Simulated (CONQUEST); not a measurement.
Crystal: Mo.

```
Mo
1.0
     3.16762    0.00000    0.00000
     0.00000    3.16762    0.00000
     0.00000    0.00000    3.16762
Mo
2
Direct
  0.00000 0.00000 0.00000
  0.50000 0.50000 0.50000
```

| Quantity | Value |
| --- | --- |
| Program | CONQUEST 1.3 |
| Task | single point |
| Functional | PBEsol |
| Potentials or basis | PseudoDojo NC PBEsol, DZP, grid cutoff 120 Ha |
| k mesh | 8 × 8 × 8 |
| Occupations | fermi-dirac, width 0.05 eV |
| Spin | no spin polarisation |

On this cell: pressure -7.2 GPa; largest force zero by symmetry; band gap on the k mesh none (metal or under the smearing width).

The same run follows on a disturbed copy (atoms of the box moved at random, drawn with an rms of 0.05 Å):

```
CELL_PARAMETERS angstrom
3.16762 0.00000 0.00000
0.00000 3.16762 0.00000
0.00000 0.00000 3.16762
ATOMIC_POSITIONS crystal
Mo 0.99959 0.99238 0.01137
Mo 0.48359 0.49915 0.50118
```

Task: What changes?

Result: The energy (extrapolated to zero smearing) moves by +5.1 meV/atom; pressure -6.1 GPa; largest force 0.388 eV/Å; band gap on the k mesh none (metal or under the smearing width).

Forces on the atoms (eV/Å):
```
Mo  -0.316  0.121 -0.181
Mo   0.315 -0.122  0.191
```

Stress tensor (GPa, compression positive):
```
-5.85 -0.09  0.14
-0.09 -6.33 -0.18
 0.14 -0.18 -6.12
```

Caveats: the box holds several primitive cells, so bands are folded and the points are those of the box's own zone; the basis of atomic orbitals isn't converged, which shifts pressures, moduli and gaps.
